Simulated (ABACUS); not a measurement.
Tc:

```
CELL_PARAMETERS angstrom
2.74000 0.00000 0.00000
-1.37000 2.37291 0.00000
0.00000 0.00000 4.39800
ATOMIC_POSITIONS crystal
Tc 0.66667 0.33333 0.75000
Tc 0.33333 0.66667 0.25000
```

| Quantity | Value |
| --- | --- |
| Program | ABACUS 3.10.1 |
| Task | single point |
| Functional | PBE |
| Potentials or basis | PseudoDojo NC SR 0.4.1 PBE standard |
| Cutoff | 1143 eV |
| Density cutoff | 4572 eV |
| Basis | plane waves |
| k mesh | 11 × 11 × 6 |
| Occupations | fermi-dirac, width 0.05 eV |
| Spin | no spin polarisation |

On this cell: pressure 3.3 GPa; largest force under 0.003 eV/Å; band gap on the k mesh none (metal or under the smearing width).

The same run follows on a disturbed copy (atoms moved at random, drawn with an rms of 0.05 Å):

```xyz
2
Lattice="2.7400 0.0000 0.0000 -1.3700 2.3729 0.0000 0.0000 0.0000 4.3980" Properties=species:S:1:pos:R:3 pbc="T T T"
Tc    1.3286    0.7833    3.2768
Tc    0.0228    1.5797    1.1502
```

Question: What does the disturbed cell give?

Answer: The energy (extrapolated to zero smearing) moves by +5.1 meV/atom; pressure 4.0 GPa; largest force 0.264 eV/Å; band gap on the k mesh none (metal or under the smearing width).

Forces in eV/Å, atoms in the order of the input:
```
Tc   0.189  0.011  0.183
Tc  -0.189 -0.011 -0.183
```

Stress tensor (GPa, compression positive):
```
 3.78 -1.17  1.06
-1.17  4.29  0.09
 1.06  0.09  4.07
```
